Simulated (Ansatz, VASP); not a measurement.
# Cross-check of Ti4B (B/Ti(0001)) between VASP and Ansatz, part 2 of 2

Wanted: the spread between two codes on one cell, functional and k mesh. Of the first pair: The cell is taken from a series of runs on this material, whose earlier steps may have relaxed, scaled, displaced or heated it; both programs get it as it stands.

VASP 6.6.1 and Ansatz 0.2.0.

So far. Step 4 (Side by side): The forces differ by 4.3 meV/Å r.m.s., which is 2.2 % of the r.m.s. force of 0.194 eV/Å (both taken over all components). With vacuum in the cell, a pressure given here is an average over mostly empty space and none of the material.

## (6) VASP: single point, PBE, start cell, pair 2

Level of this step: PBE; plane waves and PAW (Ti_sv, B) (VASP).

The same cell, functional, mesh and smearing now go to VASP, with its own data sets.

The input, INCAR:

```
SYSTEM = Ti4B
PREC = Accurate
ENCUT = 420
EDIFF = 1E-06
NELM = 120
ISMEAR = -1
SIGMA = 0.1
LREAL = .FALSE.
ALGO = Normal
GGA = PE
NBANDS = 31
LASPH = .TRUE.
LORBIT = 11
LWAVE = .FALSE.
LCHARG = .FALSE.
ISIF = 2
LDIPOL = .TRUE.
IDIPOL = 3
DIPOL = 0.5 0.5 0.51
LVHAR = .TRUE.
GGA_COMPAT = .FALSE.
NELMDL = -8
KPAR = 2
```

The input, POSCAR:

```
Ti4B
1.0
    2.9500000000      0.0000000000      0.0000000000
    1.4750000000      2.5547749412      0.0000000000
    0.0000000000      0.0000000000     22.7741168345
Ti B
4 1
Direct
    0.6666665976      0.6666668048      0.3073664744
    0.9999999310      0.0000001382      0.4102156877
    0.6666665976      0.6666668048      0.5130649010
    0.9999999310      0.0000001382      0.6159141143
    0.3333332643      0.3333334715      0.6926335328
```

The input, KPOINTS:

```
Automatic mesh
0
Gamma
12 12 1
0 0 0
```

Potentials, in the order of the species: Ti_sv and B (PBE family, release 64).

Started as:

```console
$ mpirun -np 2 vasp_std
```

Numbers of over 12 decimals in the logs are rounded to 6 here.

Log:

```text
[... set-up lines as in an earlier step ...]
 entering main loop
       N       E                     dE             d eps       ncg     rms          rms(c)
DAV:   1     0.555160348853E+03    0.55516E+03   -0.25508E+04  1418   0.148E+03
DAV:   2     0.395879052394E+02   -0.51557E+03   -0.50770E+03  1234   0.489E+02
DAV:   3    -0.275493990173E+02   -0.67137E+02   -0.65742E+02  1997   0.151E+02
DAV:   4    -0.391891613606E+02   -0.11640E+02   -0.11549E+02  1750   0.530E+01
[...]
DAV:  30    -0.344265775113E+02   -0.10013E-04   -0.10747E-06   903   0.567E-03    0.129E-03
DAV:  31    -0.344265792073E+02   -0.16961E-05   -0.85388E-07   897   0.486E-03    0.165E-03
DAV:  32    -0.344265795085E+02   -0.30119E-06   -0.43588E-07   842   0.465E-03
   1 F= -.34426580E+02 E0= -.34310522E+02  d E =-.232115E+00
```

Parts of OUTCAR (step 6):

```text
  Total       -4.0277914     -4.0277914     -3.9291102     -0.0000000      0.0000000     -0.0000000
  in kB      -37.5977062    -37.5977062    -36.6765587     -0.0000000      0.0000000     -0.0000000
  external PRESSURE =     -37.2906570 kB  Pullay stress =       0.0000000 kB

 POSITION                                       TOTAL-FORCE (eV/Angst)
 -----------------------------------------------------------------------------------
      2.95000      1.70318      7.00000         0.000000     -0.000000      0.563985
      2.95000      0.00000      9.34230         0.000000     -0.000000     -0.585045
      2.95000      1.70318     11.68460        -0.000000     -0.000000     -0.009440
      2.95000      0.00000     14.02690        -0.000000      0.000000      1.426846
      1.47500      0.85159     15.77412         0.000000     -0.000000     -1.396345
 -----------------------------------------------------------------------------------
    total drift:                               -0.000002     -0.002726      0.001570

  FREE ENERGIE OF THE ION-ELECTRON SYSTEM (eV)
  ---------------------------------------------------
  free  energy   TOTEN  =       -34.4265795085 eV

  energy  without entropy=      -34.1944642420  energy(sigma->0) =      -34.31052188

[... 2 parts as in an earlier step ...]

[... 1 further part left out ...]
[key lines of the parts left out:]
E-fermi :   1.0641
```

## (7) Side by side

Forces (eV/Å; atoms numbered as in POSCAR):

```tsv
atom	Ansatz x, y, z	VASP x, y, z
Ti1	0.000, 0.000, 0.555	0.000, 0.000, 0.564
Ti2	0.000, 0.000, -0.585	0.000, 0.000, -0.585
Ti3	0.000, 0.000, -0.008	0.000, 0.000, -0.009
Ti4	0.000, 0.000, 1.438	0.000, 0.000, 1.427
B5	0.000, 0.000, -1.400	0.000, 0.000, -1.396
```

The forces differ by 3.9 meV/Å r.m.s., which is 0.7 % of the r.m.s. force of 0.557 eV/Å (both taken over all components). With vacuum in the cell, a pressure given here is an average over mostly empty space and none of the material.

## (8) Ansatz: relaxation, PBE

This run makes the geometry at which the two programs are then compared.

The structure compared here is the end of the Ansatz relaxation.

The input, input.yaml:

```yaml
crystal:
  lattice:
    - [2.95, 0.0, 0.0]
    - [1.475, 2.5547749412, 0.0]
    - [0.0, 0.0, 22.7741168345]
  atoms:
    - { symbol: Ti, position: [0.6666666667, 0.6666666667, 0.3073664744] }
    - { symbol: Ti, position: [0.0, 0.0, 0.4102156877] }
    - { symbol: Ti, position: [0.6666666667, 0.6666666667, 0.513064901] }
    - { symbol: Ti, position: [0.0, 0.0, 0.6159141143] }
    - { symbol: B, position: [0.3333333333, 0.3333333333, 0.6926335256] }
kpoints:
  mp_grid: { grid: [12, 12, 1] }
hamiltonian:
  xc: pbe
scf:
  occupations: { method: fermi_dirac, width: 0.1 }
efield:
  axis: 3
  dipole_correction: true
  ramp_width: 0.05
relax:
  f_tol: 0.02
  max_steps: 60
  constraints: [{ sites: [0, 1] }]
output:
  write_potential: true
  write_density: true
  volumetric_format: npy
```

Started as:

```console
$ ansatz run input.yaml --threads 4 --pin off --max-ram 8192MiB --backend cpu --events-out ev --progress --plain --runs-dir out
```

Log:

```text
[...]
Crystal: 5 atoms, lattice volume = 171.639 Å³
Basis set: ecut = 420 eV, 3293 PW (Γ), exchange–correlation on 40×40×320 points (8 copies of the dense FFT grid, shifted against one another)
Bands: 31, of which v1, the nominal top of the filled ones, is band 26 counted from 1 (25 counted from 0)
Symmetry: 6 space group operations
[...]
F+E_penalty+E_count = -10151.19102553 eV   max|allowed force component| = 7.935e-3 eV/Å
  atoms:
    - { symbol: Ti, position: [0.666667, 0.666667, 0.3073664744] }
    - { symbol: Ti, position: [-1.850371707762447e-17, -1.850371707762447e-17, 0.410216] }
    - { symbol: Ti, position: [0.666667, 0.666667, 0.512287] }
[...]
- { symbol: B, position: [0.333333, 0.333333, 0.683826] }
[key lines of the parts left out:]
SCF converged after 2 iterations
Free energy (F): -10151.191026 eV
Fermi energy:    3.197954 eV
Dipole field:    D = -0.039346 V/Å  (p = -0.037321 e·Å, saw-weighted, corrected)
Work function:   Φ+ = 5.2977 eV   Φ− = 4.4015 eV
```

## (9) VASP: single point, PBE, relaxed cell, pair 3

The same cell, functional, mesh and smearing now go to VASP, with its own data sets.

INCAR is that of step 6.

The input, POSCAR:

```
Ti4B
1.0
    2.9500000000      0.0000000000      0.0000000000
    1.4750000000      2.5547749412      0.0000000000
    0.0000000000      0.0000000000     22.7741168345
Ti B
4 1
Direct
    0.6666666666      0.6666666666      0.3073664744
    1.0000000000      1.0000000000      0.4102156877
    0.6666666666      0.6666666666      0.5122869935
    1.0000000000      1.0000000000      0.6186414725
    0.3333333333      0.3333333333      0.6838262527
```

KPOINTS is that of step 6.

Started as:

```console
$ mpirun -np 2 vasp_std
```

Log:

```text
[... set-up lines as in an earlier step ...]
 entering main loop
       N       E                     dE             d eps       ncg     rms          rms(c)
[... 33 cycles as in an earlier step ...]
   1 F= -.34640403E+02 E0= -.34523336E+02  d E =-.234134E+00
```

OUTCAR, selected parts (step 9):

```text
[... 6 parts as in an earlier step ...]

[... 1 further part left out ...]
[key lines of the parts left out:]
E-fermi :   1.0144
```

## (10) Side by side

The two programs side by side:

```tsv
quantity	Ansatz	VASP	difference
work function, lower of the two faces (eV)	4.40	4.40	0.00
work function, higher of the two faces (eV)	5.30	5.29	0.00
```

Forces (eV/Å; atoms numbered as in POSCAR):

```tsv
atom	Ansatz x, y, z	VASP x, y, z
Ti1	0.000, 0.000, 0.524	0.000, 0.000, 0.533
Ti2	0.000, 0.000, -0.529	0.000, 0.000, -0.529
Ti3	0.000, 0.000, -0.001	0.000, 0.000, -0.004
Ti4	0.000, 0.000, 0.008	0.000, 0.000, -0.005
B5	0.000, 0.000, -0.002	0.000, 0.000, 0.004
```

The forces differ by 4.3 meV/Å r.m.s., which is 2.2 % of the r.m.s. force of 0.194 eV/Å (both taken over all components). With vacuum in the cell, a pressure given here is an average over mostly empty space and none of the material.

## (11) Summary of results

| Quantity | Value |
| --- | --- |
| r.m.s. force difference (single point, PBE, pair 1) | 4.3 meV/Å |
| r.m.s. force difference (single point, PBE, start cell, pair 2) | 0.70 % of the r.m.s. force |
| r.m.s. force difference (single point, PBE, relaxed cell, pair 3) | 4.3 meV/Å |

**Reading.** The r.m.s. force difference is 4.3 meV/Å (single point, PBE, relaxed cell, pair 3), within the 12 meV/Å picked in this series as the mark of a large difference. How closely two codes agree says nothing of how well the functional describes the real material.

[Lines on the potential files, build, host, timing and source positions are cut from VASP's logs without a mark.]

[Logs are printed without paths, hosts, clocks, repeated set-up lines and the standing remarks that a program may print on its own settings, such as how far it seeks lower states.]

[Hosts, paths, dates, database ids (printed as entryN), source tags and the programs' standing remarks are cut or masked in the printed files.]
